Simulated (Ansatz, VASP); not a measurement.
This is a calculation of SiC (Moissanite 3C) for VASP 6.6.1.

The input INCAR:

```
  ALGO = Normal
  EDIFF = 1E-8
  ENCUT = 520
  GGA = PS
  IBRION = 8
  ISIF = 2
  ISMEAR = -1
  LASPH = T
  LCHARG = F
  LEPSILON = T
  LREAL = F
  LWAVE = F
  NELM = 100
  PREC = Accurate
  SIGMA = 0.05
```

File KPOINTS:

```
k-points
0
Gamma
  10 10 10
```

File POSCAR:

```
SiC
1.0
    0.0000000000      2.1790000000      2.1790000000
    2.1790000000      0.0000000000      2.1790000000
    2.1790000000      2.1790000000      0.0000000000
Si C
1 1
Direct
    0.0000000000      0.0000000000      0.0000000000
    0.7500000000      0.7500000000      0.7500000000
```

Potentials or basis: VASP PAW PBE potentials, release 64 (Si, C).

The run is started by

```sh
$ cat potpaw_PBE.64/Si/POTCAR potpaw_PBE.64/C/POTCAR > POTCAR
$ mpirun -np 1 vasp_std > vasp.out
```

**Question.** Set up the same calculation for Ansatz 0.2.0. Potentials there: Ansatz PAW.

**Answer.** As run (the cutoff follows the program's own potentials):

input.yaml

```yaml
crystal:
  lattice:
    - [0.0, 2.179, 2.179]
    - [2.179, 0.0, 2.179]
    - [2.179, 2.179, 0.0]
  atoms:
    - { symbol: Si, position: [0.0, 0.0, 0.0] }
    - { symbol: C, position: [0.75, 0.75, 0.75] }
hamiltonian:
  xc: pbesol
  pseudopotentials: { kind: paw }
kpoints:
  mp_grid: { grid: [10, 10, 10] }
scf:
  occupations: { method: fixed }
output:
  eigenvalues: true
dielectric:
  method: response
```

Potentials or basis: Ansatz PAW.

Command:

```bash
$ ansatz run input.yaml --threads 2 --pin off --max-ram 5632MiB --backend cpu --events-out ev --progress --plain --runs-dir out
```

Both were run:

|  | VASP | Ansatz | Ansatz less VASP |
| --- | --- | --- | --- |
| gap on the k mesh at the Fermi level (eV) | 1.23 | 1.24 | +0.010 |
| least direct gap on the mesh (eV) | 4.44 | 4.45 | +0.009 |
| mean electronic dielectric constant | 7.11 | 7.06 | -0.051 |
| mean Born charge of the atom that differs most (e) | 2.70 | 2.72 | +0.014 |

 A k mesh can miss the band edges.
